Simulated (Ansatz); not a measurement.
Runs of Ansatz 0.2.0 on CuO. The typed cell holds 4 atoms: a = 2.880 Å, b = 2.880 Å, c = 5.176 Å, α = 89.81°, β = 89.81°, γ = 89.22°. The cell comes from a database or a generator and needn't be the stable form of this composition.

```tsv
level	cutoff (eV)	gap on the mesh (eV)	pressure (GPa)	relaxed volume (Å³/atom)
LDA	420	none	0.0	10.27
revPBE	420	none	0.0	11.49
r2SCAN	500	none	0.0	10.73
RPBE	420	none	0.0	(a)
BLYP	420	none	0.0	(b)
```

Alike in all rows: task relaxation of cell and atoms; potentials or basis Ansatz PAW; no spin polarisation; cell relaxed; k mesh 9 × 9 × 5; smearing fermi-dirac 0.05 eV.

Q: Estimate the missing entries.

A: (a) 11.61; (b) 11.65.

Caveats: the plane-wave basis is chosen anew once the cell has moved, so the energies of steps on either side of that aren't comparable; the run has no spin polarisation, though such a crystal can be magnetic; semilocal functionals often make such compounds metallic where correlation or magnetic order opens a gap, which also shifts bond lengths; the PAW data sets come from PBE, with cores solved anew for the run's functional, which leaves a small shift of forces and pressure.

A gap of «none» marks a metal or a gap under the smearing width.

Runs at the PBE level aren't shown here.
